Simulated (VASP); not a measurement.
Write the native input for VASP 6.6.1 that does the following.

```yaml
Task: relaxation of cell and atoms
Functional: PBEsol
Potentials_or_basis: VASP PAW PBE potentials, release 64 (Ge_d)
Cutoff: 600 eV
k_mesh: 12 × 12 × 5
Occupations: gaussian, width 0.03 eV
Spin: no spin polarisation
Further_INCAR_settings: ALGO = Normal; EDIFF = 1e-07; IBRION = 2; EDIFFG = -0.005; NSW = 90; ISIF = 3
```

The structure of Ge lies in POSCAR:

```
Ge                                      
1.0
    3.9964470036      0.0000000000      0.0000000000
   -1.9982235018      3.4610246288      0.0000000000
   -0.0000000000      0.0000000000      6.5963829337
  Ge            
     4
Direct
     0.6666666699999979    0.3333333300000021    0.0629063929370459
     0.3333333300000021    0.6666666699999979    0.5629063929370459
     0.6666666699999979    0.3333333300000021    0.4370936070629541
     0.3333333300000021    0.6666666699999979    0.9370936070629541
```

This isn't the form of Ge at room conditions, which is diamond.

These files were run (other wordings do the same):

INCAR

```
SYSTEM = Ge
  PREC = Accurate
  ENCUT = 600
  EDIFF = 1E-7
  ISMEAR = 0
  SIGMA = 0.03
  LREAL = .FALSE.
  LASPH = .TRUE.
  NELM = 80
  ALGO = Normal
  ISIF = 3
  LWAVE = .FALSE.
  LCHARG = .FALSE.
  GGA = PS
  IBRION = 2
  NSW = 90
  EDIFFG = -0.005
```

KPOINTS

```
Automatic mesh
0
G
  12 12 5
  0 0 0
```

Potentials or basis: VASP PAW PBE potentials, release 64 (Ge_d).

Run with:

```console
$ cat potpaw_PBE.64/Ge_d/POTCAR > POTCAR
$ mpirun -np 1 vasp_std > vasp.out
```

Results of the run:

```
Relaxed volume                         : 22.80 Å³/atom
Relaxed cell                           : a = 3.996 Å, b = 3.996 Å, c = 6.594 Å, α = 90.00°, β = 90.00°, γ = 120.00°
Space group after relaxing (to 0.05 Å) : P6_3/mmc (No. 194)
Energy gained by relaxing              : 0.0 meV/atom
Ionic steps                            : 2
Pressure after relaxing                : 0.0 GPa
Band gap on the k mesh                 : 0.02 eV, indirect (least direct gap 0.12 eV)
```

Caveat: the PAW data sets were made with another functional, which shifts forces and pressure a little; an odd mesh through Γ misses points on the zone boundary, where band edges often lie.

It took 2.6 min on 1 thread of Intel(R) Xeon(R) Platinum 8488C (Sapphire Rapids) (shared host), peak memory 0.31 GiB.
